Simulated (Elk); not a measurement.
**Input and output of a self-consistent single point for Sb2Te3 (R-3m, 5 atoms in the cell) (Elk)**

Method: PBE, all-electron FP-LAPW, Elk's shipped species files, APW+lo basis with extra local orbitals in Elk.

Input as run:

```
tasks
  0

xctype
  20

tforce
  .true.

rgkmax
  7.5

gmaxvr
  18.0

lmaxapw
  10

lmaxo
  8

nxlo
  2

lorbcnd
  .true.

lradstp
  2

nrmtscf
  2.0

lmaxi
  4

stype
  0

swidth
  0.00183747

avec
    3.9970753714    2.3077125417   19.6745849698
   -3.9970753714    2.3077125417   19.6745849698
    0.0000000000   -4.6154250833   19.6745849698

sppath
  './'

atoms
  2   : nspecies
  'Sb.in'   : spfname
  2   : natoms; atposl, bfcmt below
  0.6042000000  0.6042000000  0.6042000000    0.0 0.0 0.0
  0.3958000000  0.3958000000  0.3958000000    0.0 0.0 0.0
  'Te.in'   : spfname
  3   : natoms; atposl, bfcmt below
  0.7825430000  0.7825430000  0.7825430000    0.0 0.0 0.0
  0.2174570000  0.2174570000  0.2174570000    0.0 0.0 0.0
  0.0000000000  0.0000000000  0.0000000000    0.0 0.0 0.0

ngridk
  4 4 4
```

Output (repeated stretches shortened):

```
│ Elk code version 10.2.4 │

All units are atomic (Hartree, Bohr, etc.)

│ Ground-state run starting from atomic densities │

Lattice vectors :
   3.997075371       2.307712542       19.67458497
  -3.997075371       2.307712542       19.67458497
   0.000000000      -4.615425083       19.67458497

Unit cell volume      :    1088.882149
Brillouin zone volume :   0.2278026264

Muffin-tin inner radius fraction :   0.1000000000E-01

Nuclei treated as point charges

Species :    1 (Sb)
 parameters loaded from : Sb.in
 name : antimony
 nuclear charge    :   -51.00000000
 electronic charge :    51.00000000
 atomic mass :    221954.9019
 muffin-tin radius :    2.600000000
 number of radial points in muffin-tin :   1199
 atomic positions (lattice), magnetic fields (Cartesian) :
   1 :   0.10420000  0.10420000  0.10420000    0.00000000  0.00000000  0.00000000
   2 :  -0.10420000 -0.10420000 -0.10420000    0.00000000  0.00000000  0.00000000

Species :    2 (Te)
 parameters loaded from : Te.in
 name : tellurium
 nuclear charge    :   -52.00000000
 electronic charge :    52.00000000
 atomic mass :    232600.5707
 muffin-tin radius :    2.600000000
 number of radial points in muffin-tin :   1199
 atomic positions (lattice), magnetic fields (Cartesian) :
   1 :   0.28254300  0.28254300  0.28254300    0.00000000  0.00000000  0.00000000
   2 :  -0.28254300 -0.28254300 -0.28254300    0.00000000  0.00000000  0.00000000
   3 :   0.50000000  0.50000000  0.50000000    0.00000000  0.00000000  0.00000000

Total number of atoms per unit cell :    5

Spin treatment :
 spin-unpolarised

Number of Bravais lattice symmetries :   12
Number of crystal symmetries         :   12
Crystal has inversion symmetry
Real symmetric eigensolver will be used

k-point grid :      4     4     4
k-point offset :    0.000000000       0.000000000       0.000000000
k-point set is reduced with full crystal symmetry group
Total number of k-points :       13

   [... lines left out ...]
 potential will be trimmed for |G| > 2 gkmax
Constant for pseudocharge density :   12
Radial integration step length :    2

G-vector grid sizes :    120   120   120
Number of G-vectors :   107261

Maximum angular momentum used for
 APW functions                      :   10
 outer part of muffin-tin           :    8
 inner part of muffin-tin           :    4

Total nuclear charge    :   -258.0000000
Total core charge       :    180.0000000
Total valence charge    :    78.00000000
Total excess charge     :    0.000000000
Total electronic charge :    258.0000000

Effective Wigner radius, rₛ :    1.002514942

Number of empty states         :   20
Total number of valence states :   59
Total number of core states    :  180

Conduction state local-orbitals added automatically
Total number of local-orbitals :  560

Exchange-correlation functional :     20     0     0
 Perdew-Burke-Ernzerhof, Phys. Rev. Lett. 77, 3865 (1996)
 gradient requirement :    1
 generalised gradient approximation (GGA)

Smearing type :    0
 Gaussian
Smearing width :   0.1837470000E-02
Effective electronic temperature (K) :    580.2271348

Mixing type :    3
 Broyden mixing, J. Phys. A: Math. Gen. 17, L317 (1984)

Kohn-Sham potential initialised from atomic data
│ Self-consistent loop started │
│ Loop number : 1 │
 total energy                :     -33386.6013775
│ Loop number : 2 │
 total energy                :     -33386.4332374
RMS change in Kohn-Sham potential (target) :   0.9206192555E-01 (  0.1000000000E-05)
Absolute change in total energy (target)   :   0.1681401200     (  0.1000000000E-03)
│ Loop number : 3 │
 total energy                :     -33385.0705693
RMS change in Kohn-Sham potential (target) :   0.8884342598E-01 (  0.1000000000E-05)
Absolute change in total energy (target)   :    1.404703180     (  0.1000000000E-03)
│ Loop number : 4 │
 total energy                :     -33381.2420235
RMS change in Kohn-Sham potential (target) :   0.7418044288E-01 (  0.1000000000E-05)
Absolute change in total energy (target)   :    4.179721562     (  0.1000000000E-03)
│ Loop number : 5 │
 total energy                :     -33368.3203557
RMS change in Kohn-Sham potential (target) :   0.3219379789E-01 (  0.1000000000E-05)
Absolute change in total energy (target)   :    13.96659824     (  0.1000000000E-03)
   [... lines left out ...]
Absolute change in total energy (target)   :   0.3116142230E-01 (  0.1000000000E-03)
│ Loop number : 12 │
 total energy                :     -33358.1572054
RMS change in Kohn-Sham potential (target) :   0.3061850436E-05 (  0.1000000000E-05)
Absolute change in total energy (target)   :   0.1015394359E-01 (  0.1000000000E-03)
│ Loop number : 13 │
 total energy                :     -33358.1571460
RMS change in Kohn-Sham potential (target) :   0.1865356016E-05 (  0.1000000000E-05)
Absolute change in total energy (target)   :   0.2597855018E-02 (  0.1000000000E-03)
│ Loop number : 14 │
 total energy                :     -33358.1574647
RMS change in Kohn-Sham potential (target) :   0.1036582032E-05 (  0.1000000000E-05)
Absolute change in total energy (target)   :   0.3307691077E-03 (  0.1000000000E-03)
│ Loop number : 15 │
 total energy                :     -33358.1575672
RMS change in Kohn-Sham potential (target) :   0.2204846792E-06 (  0.1000000000E-05)
Absolute change in total energy (target)   :   0.1986537245E-04 (  0.1000000000E-03)
Convergence targets achieved

│ Loop number : 16 │

Energies :
 Fermi                       :     0.233006196223
 sum of eigenvalues          :     -20238.4577168
 electron kinetic            :      35246.7443790
 core electron kinetic       :      34448.2538805
 Coulomb                     :     -67734.7419627
 Coulomb potential           :     -54349.5565268
 nuclear-nuclear             :     -2558.67746245
 electron-nuclear            :     -76002.5724737
 Hartree                     :      10826.5079735
 Madelung                    :     -40559.9636993
 xc potential                :     -1135.64556907
 exchange                    :     -856.215537820
 correlation                 :     -13.9445205630
 total energy                :     -33358.1576420

Density of states at Fermi energy :   0.7901490424E-02
 (states/Hartree/unit cell)

Estimated indirect band gap :   0.1026033499E-01
 from k-point      1 to k-point      1
Estimated direct band gap   :   0.1026033499E-01
 at k-point      1

Charges :
 core                        :    180.0000000
 valence                     :    78.00000000
 interstitial                :    10.43146740
 muffin-tins (core leakage)
  species :    1 (Sb)
   atom    1                 :    48.87783253     (  0.7770864771E-03)
   atom    2                 :    48.87783253     (  0.7770864771E-03)
  species :    2 (Te)
   atom    1                 :    49.92017460     (  0.3992497990E-03)
   atom    2                 :    49.92017460     (  0.3992497990E-03)
   atom    3                 :    49.97251833     (  0.4008269393E-03)
 total in muffin-tins        :    247.5685326
 total calculated charge     :    257.9969982
 total charge                :    258.0000000
 error                       :   0.3001810430E-02

│ Self-consistent loop stopped │

Forces :
 species :    1 (Sb)
  atom :    1
   Hellmann-Feynman          :    -0.00000000    0.00000000    0.26830971
   IBS                       :     0.00000000   -0.00000000   -0.26686234
   total force               :     0.00000000    0.00000000    0.00144736
   total magnitude           :     0.00144736
  atom :    2
   Hellmann-Feynman          :     0.00000000   -0.00000000   -0.26830971
   IBS                       :     0.00000000    0.00000000    0.26686234
   total force               :     0.00000000   -0.00000000   -0.00144736
   total magnitude           :     0.00144736
 species :    2 (Te)
  atom :    1
   Hellmann-Feynman          :     0.00000000    0.00000000    0.25018230
   IBS                       :    -0.00000000   -0.00000000   -0.24304290
   total force               :     0.00000000    0.00000000    0.00713940
   total magnitude           :     0.00713940
  atom :    2
   Hellmann-Feynman          :     0.00000000   -0.00000000   -0.25018230
   IBS                       :    -0.00000000    0.00000000    0.24304290
   total force               :     0.00000000   -0.00000000   -0.00713940
   total magnitude           :     0.00713940
  atom :    3
   Hellmann-Feynman          :     0.00000000   -0.00000000    0.00000000
   IBS                       :     0.00000000    0.00000000    0.00000000
   total force               :     0.00000000    0.00000000    0.00000000
   total magnitude           :     0.00000000
```

The run converged in 16 iterations. The count includes the last loop, which Elk runs after its targets are met.

The starting cell comes from a database of computed structures (which also holds hypothetical and non-ambient phases and stackings), without a prior relaxation at this level. Its lattice was rescaled by a random factor within 2.5 % of one. Spin-orbit coupling is off. Values depend on the basis (sphere radii, cutoffs, local orbitals), which need not be converged.

Cost on one core of a shared machine: roughly 2 min.
